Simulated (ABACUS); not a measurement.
Runs of ABACUS 3.10.1 on Li2S. The structure is cubic, space group Fm-3m (No. 225). Conventional cell: a = 5.689 Å, b = 5.689 Å, c = 5.689 Å, α = 90.00°, β = 90.00°, γ = 90.00°. S (site symmetry m-3m) has 8 Li at 2.46 Å as nearest neighbours. Li (site symmetry -43m) is surrounded by 4 S at 2.46 Å. 

```tsv
task	potentials or basis	gap on the mesh (eV)	pressure (GPa)	V0 of scaled cells (Å³/atom)	B0 (GPa)
equation of state	PseudoDojo NC SR 0.4.1 PBE standard, DZP LCAO (the cutoffs set its grid)	-	-	15.80	38
single point	PseudoDojo NC SR 0.4.1 PBE standard, DZP LCAO (the cutoffs set its grid)	(b)	1.2	-	-
single point	PseudoDojo NC SR 0.4.1 PBE standard, TZDP LCAO (the cutoffs set its grid)	(c)	0.5	-	-
equation of state	PseudoDojo NC SR 0.4.1 PBE standard, TZDP LCAO (the cutoffs set its grid)	-	-	(a)	41
```

Alike in all rows: level PBE; no spin polarisation; cell as given; k mesh 8 × 8 × 8; cutoff (eV) 1361; smearing fermi-dirac 0.05 eV.

Q: Fill in the values left out.

A: (a) 15.51; (b) 4.16; (c) 3.41.

Caveats: the atomic orbitals were generated for these runs and aren't a published set; the basis of atomic orbitals isn't converged, which shifts pressures, moduli and gaps.

A k mesh can miss the band edges.

Not every run made on this cell is shown here.
